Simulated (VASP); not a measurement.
CdTe:

```
Cd Te
1.0
     0.00000    3.24777    3.24777
     3.24777    0.00000    3.24777
     3.24777    3.24777    0.00000
Cd Te
1 1
Direct
  0.00000 0.00000 0.00000
  0.25000 0.25000 0.25000
```

The cell was built by a generator and needn't be a form met in nature.

Program: VASP 6.6.1. Alike in all runs: task band structure; potentials or basis VASP PAW PBE potentials, release 64 (Cd, Te); no spin polarisation; cell as given; k mesh 6 × 6 × 6; cutoff (eV) 520; smearing gaussian 0.03 eV.

**Question.** Order these runs on this cell by their band gap on the k mesh, lowest first.
A. level HSE06; screening parameter 0.2 1/A
B. level PBEsol
C. level PBE0; exchange at q = 0 truncated

**Answer.** B (0.64 eV), A (1.54 eV), C (2.12 eV).

Caveats: spin-orbit coupling is left out, which moves the levels of the heavy elements.
